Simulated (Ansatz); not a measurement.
# Pt(110) / 3 layers Pd(110) / Pt(110): resistance against film thickness, part 2 of 2

Aim: what a thin film of another metal adds to the resistance, first Pt(110) / 3 layers Pd(110) / Pt(110).

Ansatz 0.2.0; Ansatz plane-wave DFT, PBE, PAW files; ballistic transport by layer matching (Landauer), zero bias; PAW set soft_1.

So far. Step 4 (With 6 layers, k-mesh 13×10×1, film layers 6): The conductance of the junction is 1.5e15 S/m², 2.3 % under the 1.5e15 S/m² of the last finished run, within the error estimates, leads' steps apart, of 3.9 and 3.9 %. The estimate from the leads' steps, 951 %, is larger still.

## (5) With 8 layers, k-mesh 13×10×1, film layers 8

The stack now holds 8 film layers; the k-mesh follows the cell, and the energies span -0.27 to 0.27 eV.

System of this step: Pt(110) / 8 layers Pd(110) / Pt(110). The cell holds 20 atoms: 12 Pt and 8 Pd. Cell: a = 2.773 Å, b = 3.922 Å, c = 27.462 Å, α = 90.0°, β = 90.0°, γ = 90.0°. It derives from Pt and Pd. Regions: lead, 12 atoms (12 Pt); films, 8 atoms (8 Pd). The structure is stacked along c, and the current runs across the ab planes.

Contents of input.yaml:

```yaml
crystal:
  lattice:
    - [2.7731313745, 0.0, 0.0]
    - [0.0, 3.9218, 0.0]
    - [0.0, 0.0, 27.4619942606]
  atoms:
    - { symbol: Pt, position: [0.0, 0.0, 0.0252451747] }
    - { symbol: Pt, position: [0.5, 0.5, 0.0757355242] }
    - { symbol: Pt, position: [0.0, 0.0, 0.1262258737] }
    - { symbol: Pt, position: [0.5, 0.5, 0.1767162231] }
    - { symbol: Pt, position: [0.0, 0.0, 0.2272065726] }
    - { symbol: Pt, position: [0.5, 0.5, 0.2776969221] }
    - { symbol: Pd, position: [0.0, 0.0, 0.3275743347] }
    - { symbol: Pd, position: [0.5, 0.5, 0.3768388105] }
    - { symbol: Pd, position: [0.0, 0.0, 0.4261032863] }
    - { symbol: Pd, position: [0.5, 0.5, 0.4753677621] }
    - { symbol: Pd, position: [0.0, 0.0, 0.5246322379] }
    - { symbol: Pd, position: [0.5, 0.5, 0.5738967137] }
    - { symbol: Pd, position: [0.0, 0.0, 0.6231611895] }
    - { symbol: Pd, position: [0.5, 0.5, 0.6724256653] }
    - { symbol: Pt, position: [0.0, 0.0, 0.7223030779] }
    - { symbol: Pt, position: [0.5, 0.5, 0.7727934274] }
    - { symbol: Pt, position: [0.0, 0.0, 0.8232837769] }
    - { symbol: Pt, position: [0.5, 0.5, 0.8737741263] }
    - { symbol: Pt, position: [0.0, 0.0, 0.9242644758] }
    - { symbol: Pt, position: [0.5, 0.5, 0.9747548253] }
kpoints:
  mp_grid: { grid: [13, 10, 1] }
hamiltonian:
  xc: pbe
  pseudopotentials: { kind: paw, azcp: { folder: soft_1 } }
scf:
  occupations: { method: fermi_dirac, width: 0.1 }
output:
  transmission:
    leads: [[0, 1]]
    kmesh: [26, 18]
    e_range: [-0.27, 0.27]
    de: 0.036
  write_potential: true
  write_density: true
  volumetric_format: npy
```

Launch:

```bash
$ ansatz run input.yaml --threads 4 --pin off --max-ram 8192MiB --backend cpu --events-out ev --progress --plain --runs-dir out
```

Wall time 15 min (4 threads of Arm Neoverse N1, shared host); peak memory 2.6 GiB; 50 min of CPU time.

Numbers from this step:

- free energy: -206080.1124 eV
- energy at zero smearing: -206079.5456 eV
- Fermi energy: 21.96 eV
- step of the lead's potential: 4.8 meV
- ballistic conductance of the lead: 2.08e15 S/m²
- estimated errors of the lead's conductance: 0, 4.1, 2.1 % (band edges, k-mesh, distance from neutral)
- lead conductance per cell: 2.921 G₀
- conductance of the junction: 1.45e15 S/m²
- junction conductance per cell: 2.033 G₀
- estimated errors of the junction's conductance: 0.1, 2.8, 3.7, 24900, 3.5 % (energy step, band edges, k-mesh, leads' steps, distance from neutral)
- area resistance that the stack adds (contact term taken off, spin by spin): 0.2103 fΩ m²

Per spin. Table of transmission, zone mean by energy, zero at the Fermi level:

```tsv
energy (eV)	transmission, zone mean
-0.270	2.86
-0.234	2.87
-0.198	2.84
-0.162	2.74
-0.126	2.60
-0.090	2.45
-0.054	2.29
-0.018	2.14
0.018	1.93
0.054	1.78
0.090	1.58
0.126	1.41
0.162	1.29
0.198	1.20
0.234	1.14
0.270	1.09
```

The conductance of the junction is 1.4e15 S/m², 4.1 % under the 1.5e15 S/m² of the last finished run, no more than the error estimates, leads' steps apart, of 3.9 and 3.7 % together. The estimate from the leads' steps, 24900 %, is larger still.

## (6) With 10 layers, k-mesh 13×10×1, film layers 10

The stack now holds 10 film layers; the k-mesh follows the cell, and the energies span -0.27 to 0.27 eV.

System of this step: Pt(110) / 10 layers Pd(110) / Pt(110). The cell holds 22 atoms: 12 Pt and 10 Pd. Cell: a = 2.773 Å, b = 3.922 Å, c = 30.168 Å, α = 90.0°, β = 90.0°, γ = 90.0°. It derives from Pt and Pd. Regions: lead, 12 atoms (12 Pt); films, 10 atoms (10 Pd). The structure is stacked along c, and the current runs across the ab planes.

input.yaml, the sections that differ from step 5:

```yaml
crystal:
  lattice:
    - [2.7731313745, 0.0, 0.0]
    - [0.0, 3.9218, 0.0]
    - [0.0, 0.0, 30.1677957641]
  atoms:
    - { symbol: Pt, position: [0.0, 0.0, 0.0229808916] }
    - { symbol: Pt, position: [0.5, 0.5, 0.0689426747] }
    - { symbol: Pt, position: [0.0, 0.0, 0.1149044579] }
    - { symbol: Pt, position: [0.5, 0.5, 0.160866241] }
    - { symbol: Pt, position: [0.0, 0.0, 0.2068280242] }
    - { symbol: Pt, position: [0.5, 0.5, 0.2527898074] }
    - { symbol: Pd, position: [0.0, 0.0, 0.298193629] }
    - { symbol: Pd, position: [0.5, 0.5, 0.3430394893] }
    - { symbol: Pd, position: [0.0, 0.0, 0.3878853495] }
    - { symbol: Pd, position: [0.5, 0.5, 0.4327312097] }
    - { symbol: Pd, position: [0.0, 0.0, 0.4775770699] }
    - { symbol: Pd, position: [0.5, 0.5, 0.5224229301] }
    - { symbol: Pd, position: [0.0, 0.0, 0.5672687903] }
    - { symbol: Pd, position: [0.5, 0.5, 0.6121146505] }
    - { symbol: Pd, position: [0.0, 0.0, 0.6569605107] }
    - { symbol: Pd, position: [0.5, 0.5, 0.701806371] }
    - { symbol: Pt, position: [0.0, 0.0, 0.7472101926] }
    - { symbol: Pt, position: [0.5, 0.5, 0.7931719758] }
    - { symbol: Pt, position: [0.0, 0.0, 0.839133759] }
    - { symbol: Pt, position: [0.5, 0.5, 0.8850955421] }
    - { symbol: Pt, position: [0.0, 0.0, 0.9310573253] }
    - { symbol: Pt, position: [0.5, 0.5, 0.9770191084] }
# kpoints, hamiltonian, scf, output: as in step 5
```

Run time: 17 min. Hardware: 4 threads; peak memory 3 GiB.

Numbers from this step:

```
free energy                                                                : -220025.9616 eV
energy at zero smearing                                                    : -220025.3139 eV
Fermi energy                                                               : 21.75 eV
step of the lead's potential                                               : 5.2 meV
ballistic conductance of the lead                                          : 2.12e15 S/m²
estimated errors of the lead's conductance                                 : 0.1, 4, 0.7 % (band edges, k-mesh, distance from neutral)
lead conductance per cell                                                  : 2.971 G₀
conductance of the junction                                                : 1.44e15 S/m²
junction conductance per cell                                              : 2.021 G₀
estimated errors of the junction's conductance                             : 0.3, 3, 3.6, 21.6, 1.4 % (energy step, band edges, k-mesh, leads' steps, distance from neutral)
area resistance that the stack adds (contact term taken off, spin by spin) : 0.2220 fΩ m²
```

Per spin. Transmission, zone mean against energy, zero at the Fermi level:

```tsv
energy (eV)	transmission, zone mean
-0.270	2.83
-0.234	2.83
-0.198	2.81
-0.162	2.74
-0.126	2.62
-0.090	2.46
-0.054	2.28
-0.018	2.12
0.018	1.93
0.054	1.73
0.090	1.59
0.126	1.44
0.162	1.28
0.198	1.15
0.234	1.07
0.270	1.02
```

The conductance of the junction is 1.4e15 S/m², 0.55 % under the 1.4e15 S/m² of the last finished run, within the error estimates, leads' steps apart, of 3.7 and 3.6 %. The estimate from the leads' steps, 22 %, is larger still.

## (7) The ladder

Times are for 4 threads of Arm Neoverse N1, shared host. Results by setting:

```tsv
no.	film layers	area resistance that the stack adds (contact term taken off, spin by spin) (fΩ m²)	conductance of the junction (S/m²)	time	memory (GiB)
1	3	0.1357	1.64e15	21 min	2.6
2	5	0.1702	1.55e15	12 min	2.2
3	6	0.1871	1.51e15	13 min	2.2
4	8	0.2103	1.45e15	15 min	2.6
5	10	0.2220	1.44e15	17 min	3
```

## (8) Outcome

```yaml
area_resistance_3_layers: 0.136 fΩ m²
area_resistance_5_layers: 0.170 fΩ m²
area_resistance_6_layers: 0.187 fΩ m²
area_resistance_8_layers: 0.210 fΩ m²
area_resistance_10_layers: 0.222 fΩ m²
```

**Reading.** The stack adds 0.14 fΩ m² with 3 layers and 0.22 fΩ m² with 10. From 5 to 10 layers it grows by 30 %, though no single step exceeds the two runs' error estimates together; nothing scatters inside a perfect film, so this is no ohmic growth. Atoms sit on ideal sites and aren't relaxed. Spin-orbit coupling is left out, which matters for Pt. The program's estimate of the error from the leads' steps alone runs to 24900 %, although the steps are small; only longer leads would test it. Pd(110) is stretched by 0.82 % in plane to fit Pt(110), at its own atomic volume. 1 further run is left out: refused by the program, or repeats without effect or without named leads.

[Logs are printed without paths, hosts, clocks, repeated set-up lines and the standing remarks that a program may print on its own settings, such as how far it seeks lower states.]

[Hosts, paths, dates, database ids (printed as entryN), source tags and the programs' standing remarks are cut or masked in the printed files.]
